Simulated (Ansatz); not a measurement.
Hf2Si: pressure against volume

Hf2Si, I4/mcm, a = 6.511 Å, c = 5.143 Å. The structure is a Materials Project entry; whether it is the stable form wasn't checked. Ansatz: PBEsol, PAW, 420 eV, Γ-centred 10×10×10 mesh on 6 atoms, Gaussian smearing 0.10 eV; no spin polarisation. Shape and atoms are relaxed at each volume; pressure is positive in compression.

| V (Å³/atom) | P (GPa) |
| --- | --- |
| 15.988 | 24.08 |
| 16.533 | 16.71 |
| 17.078 | 10.33 |
| 17.623 | 4.80 |
| 18.168 | 0.00 |
| 18.713 | -4.15 |
| 19.258 | -7.75 |
| 19.985 | ? |

Question: Take V0 = 18.168 Å³/atom, fit the third-order Birch–Murnaghan form to the other rows, and predict the missing pressure.

Answer: With the Eulerian strain f = ½[(V0/V)^(2/3) − 1] and y = P/[3f(1 + 2f)^(5/2)], the form is the line y = B0 + 1.5 B0 (B0′ − 4) f. Rows (f, y): 0.04448, 145.8; 0.03244, 146.7; 0.02105, 147.6; 0.01026, 148.2; -0.00976, 148.9; -0.01905, 149.4. Means f = 0.01324, y = 147.77; Σ(Δf)² = 0.002986, ΣΔfΔy = -0.1633; the slope is their ratio. y = 148.5 − 54.69 f GPa, so B0 = 148.5 GPa and B0′ = 4 + 2 × (-54.69)/(3 × 148.5) = 3.75. At V = 19.985, f = -0.03078, y = 150.18 and P = -11.83 GPa. The run gave -11.78 GPa, so the fit is 0.05 GPa too low, a small miss on the scale of the series. The form still works here, 22 % of the fitted range beyond its end.

Spin–orbit coupling is left out, which can shift energies with elements as heavy as these.